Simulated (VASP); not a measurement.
Input of a VASP 6.6.1 run:

The input INCAR:

```
ALGO = Normal
EDIFF = 1E-6
ENCUT = 520
GGA = PE
ISIF = 2
ISMEAR = 0
LASPH = True
LCHARG = True
LELF = True
LREAL = False
LVHAR = True
LWAVE = False
NBANDS = 16
NELM = 100
PREC = Accurate
SIGMA = 0.02
```

The input KPOINTS:

```
k-points
0
Gamma
  14 14 14
```

File POSCAR:

```
GaN
1.0
    0.0000000000      2.1341182944      2.1341182944
    2.1341182944      0.0000000000      2.1341182944
    2.1341182944      2.1341182944      0.0000000000
Ga N
1 1
Direct
    0.0000000000      0.0000000000      0.0000000000
    0.5000000000      0.5000000000      0.5000000000
```

Potentials or basis: VASP PAW PBE potentials, release 64 (Ga_d, N).

Launch:

```sh
$ cat potpaw_PBE.64/Ga_d/POTCAR potpaw_PBE.64/N/POTCAR > POTCAR
$ mpirun -np 1 vasp_std > vasp.out
```

Predict the band gap on the k mesh.

0.41 eV, indirect (least direct gap 2.38 eV).

What does it give for the pressure?

0.8 GPa.

A k mesh can miss the band edges.
